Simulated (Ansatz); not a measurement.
## What a change of settings does to a run on BAs

The cell is COD entry 9008833, as deposited and not checked against the literature; nothing was relaxed.

First run: DFT, LDA, all-electron LAPW, scalar-relativistic (Ansatz 0.2.0).

Command: `ansatz run input.yaml --threads 1 --pin off --max-ram 2048MiB --backend cpu --events-out ev --progress --plain --runs-dir out` The run took 30 s on 1 thread of Arm Neoverse V2 (shared host), peak memory 0.41 GiB.

```yaml
crystal:
  lattice:
    - [0.0, 2.3885, 2.3885]
    - [2.3885, 0.0, 2.3885]
    - [2.3885, 2.3885, 0.0]
  atoms:
    - { symbol: B, position: [0.0, 0.0, 0.0] }
    - { symbol: As, position: [0.75, 0.75, 0.75] }
kpoints:
  mp_grid: { grid: [15, 15, 15] }
  band_path:
    path:
      - [0.0, 0.0, 0.0]
      - [-0.5, -0.5, 0.0]
      - [-0.375, -0.375, 0.25]
      - [-0.375, 0.0, 0.375]
      - [0.0, 0.0, 0.0]
      - [0.0, 0.0, 0.5]
      - [-0.5, -0.25, 0.25]
      - [-0.5, -0.5, 0.0]
    npoints: 5
scf:
  occupations: { method: fermi_dirac, width: 0.03 }
hamiltonian:
  xc: lda
  pseudopotentials: { kind: all_electron, lapw: { basis_error: 0.00025 } }
output:
  forces: true
  stress: true
  eigenvalues: true
```

Result: converged; pressure -3.92 GPa; gap on the k mesh 1.13 eV (the mesh can miss the band edges); 7 SCF iterations.

The input is then changed:

```diff
@@ -23,5 +23,5 @@
   occupations: { method: fermi_dirac, width: 0.03 }
 hamiltonian:
-  xc: lda
+  xc: pbesol
   pseudopotentials: { kind: all_electron, lapw: { basis_error: 0.00025 } }
 output:
```

Predict the outcome of the changed run.

It converged; pressure -0.83 GPa; gap on the k mesh 1.09 eV (the mesh can miss the band edges); 7 SCF iterations.
